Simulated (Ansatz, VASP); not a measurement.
**Two plane-wave programs on Zr**

```xyz
3
Lattice="5.0823 0.0000 0.0000 -2.5412 4.4014 0.0000 0.0000 0.0000 3.0981" Properties=species:S:1:pos:R:3 pbc="T T T"
Zr    1.6952    0.0000    1.0327
Zr   -0.8476    1.4681    2.0654
Zr    1.6936    2.9333    0.0000
```

Alike in both runs: functional r2SCAN; k mesh 6 × 6 × 4; occupations gaussian, width 0.1 eV; no spin polarisation.

Ansatz relaxed the structure, and its values are those at the end. VASP's run is a single point on that final structure, the one shown.

```csv
,VASP,Ansatz
version,VASP 6.6.1,Ansatz 0.2.0
potentials or method,"VASP PAW PBE potentials, release 64 (Zr_sv)","scalar-relativistic, plane waves, PAW"
plane-wave cutoff (eV),520,500
valence electrons in the cell,36,36
```

|  | VASP | Ansatz | Ansatz less VASP |
| --- | --- | --- | --- |
| gap on the k mesh at the Fermi level (eV) | none | none | - |
| pressure (GPa) | 0.0 | 0.0 | -0.02 |

A gap of «none» marks a metal or a gap that the smearing closes.

Caveats: the k mesh is coarse (spacing up to 0.51 Å⁻¹), so the values aren't converged; the PAW data sets were made with another functional, which shifts forces and pressure a little (VASP).
